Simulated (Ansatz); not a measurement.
The system is CdSe (Cadmoselite).

```
CELL_PARAMETERS angstrom
4.30000 0.00000 0.00000
-2.15000 3.72391 0.00000
0.00000 0.00000 7.02000
ATOMIC_POSITIONS crystal
Cd 0.66667 0.33333 0.50000
Cd 0.33333 0.66667 0.00000
Se 0.66667 0.33333 0.88500
Se 0.33333 0.66667 0.38500
```

Program: Ansatz 0.2.0. Alike in all runs: task band structure; no spin polarisation; cell as given; k mesh 7 × 7 × 4; cutoff (eV) 257; smearing fermi-dirac 0.05 eV; basis error allowed 0.002 eV/atom.

**Question.** Order these runs on this cell by their band gap on the k mesh, lowest first.
A. level PBEsol; potentials or basis all-electron LAPW, inner shells corrected to Dirac's equation
B. level PBEsol; potentials or basis all-electron LAPW, non-relativistic
C. level LDA; potentials or basis all-electron LAPW, scalar-relativistic

**Answer.** C (0.43 eV), A (0.58 eV), B (1.30 eV).

Caveats: relativity is left out, which matters for the heavier elements (some runs).

A k mesh can miss the band edges.

Not every run made on this cell is shown here.
